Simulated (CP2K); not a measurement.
# MgSi under changes of volume

One of the cells (17.355 Å³/atom); the others are scaled copies at fixed shape and fractional positions:

```
Si Mg
1.0
     2.90839    0.00000    0.00000
     0.00000    2.90839    0.00000
     0.00000    0.00000    4.10343
Si Mg
1 1
Direct
  0.50000 0.50000 0.50000
  0.00000 0.00000 0.00000
```

The cell comes from a database or a generator and needn't be the stable form of this composition.

| Quantity | Value |
| --- | --- |
| Program | CP2K 2026.2 |
| Functional | PBEsol |
| Potentials or basis | POTENTIAL_UZH Si GTH-PBE-q4, Mg GTH-PBE-q10; TZVP-MOLOPT-PBE-GTH basis |
| Density cutoff | 19048 eV |
| k mesh | 9 × 9 × 7 |
| Occupations | fermi-dirac, width 0.05 eV |
| Spin | no spin polarisation |

```csv
volume (Å³/atom),energy over the lowest point (meV/atom),pressure (GPa)
16.314,12.17,4.1
16.661,4.89,2.5
17.008,0.96,1.1
17.355,0.00,-0.2
17.702,1.74,-1.4
18.049,?,?
18.396,12.27,-3.4
```

Task: What does the run at 18.049 Å³/atom give?

Result: Energy over the lowest point 5.92 meV/atom; pressure -2.4 GPa.

Worked out: A Birch-Murnaghan fit of order 3 (a polynomial in V^(-2/3)) to the other rows has its minimum at 17.30 Å³/atom with B0 = V·E''(V) = 63 GPa and B' = 4.2 at fixed shape and positions, which overstates the stiffness. It gives 5.91 meV/atom at 18.049 Å³/atom, against the run's 5.92, and -dE/dV = -2.4 GPa, against -2.4.

Energies are extrapolated to zero smearing.

Caveats: the potentials were made for another functional, which shifts forces and pressure; the basis of atomic orbitals isn't converged, which shifts pressures, moduli and gaps.
